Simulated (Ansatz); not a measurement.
TiO2:

```xyz
12
Lattice="-2.9732 3.2874 3.2874 2.9732 -3.2874 3.2874 2.9732 3.2874 -3.2874" Properties=species:S:1:pos:R:3 pbc="T T T"
Ti    1.4866   -1.6437    1.6437
Ti    1.4866    1.6437   -1.6437
Ti    0.0000    1.6437    1.6124
Ti    2.9732    1.6437    1.6750
O     1.4875    1.6437    2.9263
O     1.4857    4.9311   -0.3611
O     0.0000    0.3609    4.9286
O     2.9732   -0.3609    1.6412
O     0.0000    3.6483    1.6462
O     1.4875   -1.6437    3.6485
O     2.9732    2.9264   -1.6412
O     1.4857    1.6437    0.3611
```

The cell is a database's computed one.

Base run:

| Quantity | Value |
| --- | --- |
| Program | Ansatz 0.2.0 |
| Functional | PBE |
| Potentials or basis | SPMS NC |
| Cutoff | 1034 eV (not typed: the program's choice for these potentials) |
| k mesh | 6 × 6 × 6 |
| Occupations | fermi-dirac, width 0.05 eV |
| Spin | no spin polarisation |

Its results: band gap on the k mesh 1.87 eV; pressure -1.5 GPa; largest force 0.062 eV/Å.

**Question.** The run is repeated on the same cell with these changes: potentials or basis from SPMS NC to JTH PAW; cutoff from 1034 eV (not typed: the program's choice for these potentials) to 1380 eV (not typed: the program's choice for these potentials). What comes out?

**Answer.** Band gap on the k mesh 1.83 eV; pressure -1.0 GPa; largest force 0.049 eV/Å.

A k mesh can miss the band edges.
